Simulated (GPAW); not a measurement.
RbBr:

```
Rb Br
1.0
     0.00000    3.42700    3.42700
     3.42700    0.00000    3.42700
     3.42700    3.42700    0.00000
Rb Br
1 1
Direct
  0.00000 0.00000 0.00000
  0.50000 0.50000 0.50000
```

| Item | Value |
| --- | --- |
| Program | GPAW 26.7.0 |
| Task | single point |
| Functional | PBE |
| Potentials or basis | GPAW PAW data sets (gpaw-data 1.2.1) |
| Cutoff | 600 eV |
| Basis | pw |
| k mesh | 7 × 7 × 7 |
| Occupations | fermi-dirac, width 0.05 eV |
| Spin | no spin polarisation |

On this cell: pressure 1.0 GPa; largest force zero by symmetry; band gap on the k mesh 4.37 eV, direct.

The same run follows on a disturbed copy (atoms moved at random, drawn with an rms of 0.05 Å):

```
Rb Br
1.0
     0.00000    3.42700    3.42700
     3.42700    0.00000    3.42700
     3.42700    3.42700    0.00000
Rb Br
1 1
Direct
  0.99680 0.00037 0.00213
  0.50154 0.50308 0.49052
```

Question: What changes?

Answer: The energy moves by +0.7 meV/atom; pressure 1.0 GPa; largest force 0.058 eV/Å; band gap on the k mesh 4.37 eV, direct.

Forces on the atoms (eV/Å):
```
Rb  -0.038 -0.030  0.032
Br   0.038  0.030 -0.032
```

Caveats: an odd mesh through Γ misses points on the zone boundary, where band edges often lie.
